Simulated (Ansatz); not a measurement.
**F (diamond type): how the settings move a single-point run**

Aim: see which settings change the result for F (diamond type), by how much, and at what cost.

Computed with Ansatz 0.2.0 (reference: DFT, PBE, all-electron PAW with datasets made for the crystal, scalar-relativistic, unless a step's input says otherwise).

### 1 The structure to begin with

Symmetry: Fd-3m, No. 227, cubic system. Conventional cell: a = 4.938 Å, b = 4.938 Å, c = 4.938 Å, α = 90.00°, β = 90.00°, γ = 90.00°. F (site symmetry -43m) is surrounded by 4 F at 2.14 Å.

Coordinates:

```cif
data_structure
_symmetry_space_group_name_H-M 'P 1'
_symmetry_Int_Tables_number 1
_cell_length_a 3.4919
_cell_length_b 3.4919
_cell_length_c 3.4919
_cell_angle_alpha 60.000
_cell_angle_beta 60.000
_cell_angle_gamma 60.000
_cell_volume 30.11
loop_
_atom_site_label
_atom_site_type_symbol
_atom_site_fract_x
_atom_site_fract_y
_atom_site_fract_z
_atom_site_occupancy
F1 F 0.00000 0.00000 0.00000 1
F2 F 0.25000 0.25000 0.25000 1
```

### 2 The reference run

The input, input.yaml:

```yaml
crystal:
  lattice:
    - [0.0, 2.4691510941, 2.4691510941]
    - [2.4691510941, 0.0, 2.4691510941]
    - [2.4691510941, 2.4691510941, 0.0]
  atoms:
    - { symbol: F, position: [0.0, 0.0, 0.0] }
    - { symbol: F, position: [0.25, 0.25, 0.25] }
kpoints:
  mp_grid: { grid: [16, 16, 16] }
scf:
  occupations: { method: fermi_dirac, width: 0.05 }
hamiltonian:
  xc: pbe
  pseudopotentials: { kind: all_electron, datasets: crystal }
output:
  forces: true
  stress: true
  eigenvalues: true
  efg: { contact_densities: true }
```

Command:

```sh
$ ansatz run input.yaml --threads 1 --pin off --max-ram 2048MiB --backend cpu --events-out ev --progress --plain --runs-dir out
```

### 3 Changed: preconditioner resta, xc r2scan

Changes to input.yaml since step 2:

```diff
@@ -12,4 +12,5 @@
   occupations: { method: fermi_dirac, width: 0.05 }
+  mixing: { preconditioner: resta }
 hamiltonian:
-  xc: pbe
+  xc: r2scan
   pseudopotentials: { kind: all_electron, datasets: crystal }
```

Q: Predict the outcome of this session. Wanted: for each run, ending; energy change; pressure; gap; force.

The runs gave:

| run | ending | energy change | pressure (GPa) | gap (eV) | force (eV/Å) | cycles | time |
| --- | --- | --- | --- | --- | --- | --- | --- |
| reference | converged | - | -1.4 | 0.00 | 0.00 | 6 | 12 s |
| 1: preconditioner resta, xc r2scan | converged | not comparable | -3.7 | 0.00 | 0.00 | 6 | 21 s |

Residual by cycle in the longest SCF loop of each run; runs are numbered as in the table. The quantity is the density residual dr2, in eV.

| cycle | reference | run 1 |
| --- | --- | --- |
| 1 | 0.00162 | 0.0026 |
| 2 | 3.0e-4 | 8.8e-4 |
| 3 | 4.0e-6 | 3.7e-5 |
| 4 | 5.8e-6 | 7.7e-6 |
| 5 | 1.3e-6 | 2.9e-7 |
| 6 | 2.8e-8 | 1.3e-9 |

A change of functional puts the total energy on another scale; the pressure goes from -1.4 to -3.7 GPa. At this fixed cell a lower pressure means that this functional prefers a smaller volume than the reference. Cost: 21 s against 12 s.

The datasets were made anew for the changed input, so energy differences between these runs can be off by several times the datasets' stated error.
